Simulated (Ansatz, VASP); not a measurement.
This is a calculation of Ba for VASP 6.6.1.

File INCAR:

```
SYSTEM = Ba
  PREC = Accurate
  ENCUT = 520
  EDIFF = 1E-6
  ISMEAR = 0
  SIGMA = 0.1
  LREAL = .FALSE.
  LASPH = .TRUE.
  NELM = 80
  ALGO = Normal
  ISIF = 2
  LWAVE = .FALSE.
  LCHARG = .FALSE.
  GGA = RP
  IVDW = 13
  NBANDS = 11
```

KPOINTS

```
regular mesh
0
G
  7 7 7
  0 0 0
```

File POSCAR:

```
Ba
1.0
    0.0000000000      3.2326650028      3.2326650028
    3.2326650028      0.0000000000      3.2326650028
    3.2326650028      3.2326650028      0.0000000000
Ba
1
Direct
    0.0000000000      0.0000000000      0.0000000000
```

Potentials or basis: VASP PAW PBE potentials, release 64 (Ba_sv).

The run is started by

```console
$ cat potpaw_PBE.64/Ba_sv/POTCAR > POTCAR
$ mpirun -np 1 vasp_std > vasp.out
```

Question: Set up the same calculation for Ansatz 0.2.0. Potentials there: all-electron LAPW, scalar-relativistic.

Answer: As run (the cutoff follows the program's own potentials):

The input input.yaml:

```yaml
crystal:
  lattice:
    - [0.0, 3.2326650028, 3.2326650028]
    - [3.2326650028, 0.0, 3.2326650028]
    - [3.2326650028, 3.2326650028, 0.0]
  atoms:
    - { symbol: Ba, position: [0.0, 0.0, 0.0] }
kpoints:
  mp_grid: { grid: [7, 7, 7] }
scf:
  occupations: { method: gaussian, width: 0.1 }
hamiltonian:
  xc: rpbe
  dispersion: d4
  pseudopotentials: { kind: all_electron, lapw: { basis_error: 0.001 } }
output:
  forces: true
  stress: true
  eigenvalues: true
```

Potentials or basis: all-electron LAPW, scalar-relativistic.

The run is started by

```sh
$ ansatz run input.yaml --threads 1 --pin off --max-ram 3072MiB --backend cpu --events-out ev --progress --plain --runs-dir out
```

Both were run:

|  | VASP | Ansatz | Ansatz less VASP |
| --- | --- | --- | --- |
| gap on the k mesh at the Fermi level (eV) | none | none | - |
| pressure (GPa) | -0.1 | -0.2 | -0.04 |
| dispersion energy (meV/atom) | -208.7 | -208.9 | -0.19 |

A gap of «none» marks a metal or a gap that the smearing closes. Ansatz ran all-electron here, so the differences hold the error of VASP's frozen core and of both bases.

Caveats: pairwise dispersion overbinds metals, which lowers pressure and volume; the PAW data sets were made with another functional, which shifts forces and pressure a little (VASP). Spin-orbit coupling is left out, which matters for the levels of Ba.
